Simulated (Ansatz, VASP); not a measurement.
## One calculation of InP, two programs

```
CELL_PARAMETERS angstrom
0.00000 2.76883 2.76883
2.76883 0.00000 2.76883
2.76883 2.76883 0.00000
ATOMIC_POSITIONS crystal
In 0.00000 0.00000 0.00000
P 0.50000 0.50000 0.50000
```

Measurements of this composition are mostly on another form, of space group No. 216.

Alike in both runs: task single point; functional r2SCAN; k mesh 8 × 8 × 8; occupations fermi-dirac, width 0.05 eV; no spin polarisation.

|  | VASP | Ansatz |
| --- | --- | --- |
| version | VASP 6.6.1 | Ansatz 0.2.0 |
| potentials or method | VASP PAW PBE potentials, release 64 (In_d, P) | Ansatz PAW |
| plane-wave cutoff (eV) | 520 | 500 |
| valence electrons in the cell | 18 | 18 |

|  | VASP | Ansatz | Ansatz less VASP |
| --- | --- | --- | --- |
| gap on the k mesh at the Fermi level (eV) | none | none | - |
| pressure (GPa) | -2.0 | -2.0 | -0.02 |

A gap of «none» marks a metal or a gap that the smearing closes. The functional is the same, so the differences come from potentials, cutoffs and numerics.

Caveats: the PAW data sets were made with another functional, which shifts forces and pressure a little (VASP); the PAW data sets come from PBE, with cores solved anew for the run's functional, which leaves a small shift of forces and pressure (Ansatz).
